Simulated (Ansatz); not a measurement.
The system is BN.

```xyz
2
Lattice="0.0000 1.8130 1.8130 1.8130 0.0000 1.8130 1.8130 1.8130 0.0000" Properties=species:S:1:pos:R:3 pbc="T T T"
N     0.9065    0.9065    0.9065
B     0.0000    0.0000    0.0000
```

The cell is a database's computed one.

- Program: Ansatz 0.2.0
- Task: relaxation of cell and atoms
- Functional: BLYP
- Potentials or basis: Ansatz PAW
- Cutoff: 420 eV (not typed: the program's choice for these potentials)
- k mesh: 13 × 13 × 13
- Occupations: fermi-dirac, width 0.05 eV
- Spin: no spin polarisation

At the start: volume 5.96 Å³/atom.

Q: How do energy, volume and symmetry change on relaxing?

A: It ends after 7 steps and the volume is 6.06 Å³/atom (+1.8 %); space group F-43m (No. 216, to 0.05 Å).

The path:
| step | energy change (eV) | largest force (eV/Å) | volume (Å³) |
| --- | --- | --- | --- |
| 1 | 0.0000 | 0.0000 | 11.92 |
| 2 | -0.0024 | 0.0000 | 12.04 |
| 3 | -0.0025 | 0.0000 | 12.12 |
| 4 | -0.0025 | 0.0000 | 12.12 |
| 5 | -0.0039 | 0.0000 | 12.12 |
| 6 | -0.0038 | 0.0000 | 12.13 |
| 7 | -0.0040 | 0.0000 | 12.13 |

Final structure:
```yaml
crystal:
  lattice:
    - [0.00000, 1.82354, 1.82354]
    - [1.82354, 0.00000, 1.82354]
    - [1.82354, 1.82354, 0.00000]
  atoms:
    - { symbol: N, position: [0.25000, 0.25000, 0.25000] }
    - { symbol: B, position: [0.00000, 0.00000, 0.00000] }
```

Caveat: the plane-wave basis is chosen anew once the cell has moved, so the energies of steps on either side of that aren't comparable; the pressure holds a Pulay correction of +1.2 GPa for the finite cutoff; the PAW data sets come from PBE, with cores solved anew for the run's functional, which leaves a small shift of forces and pressure.
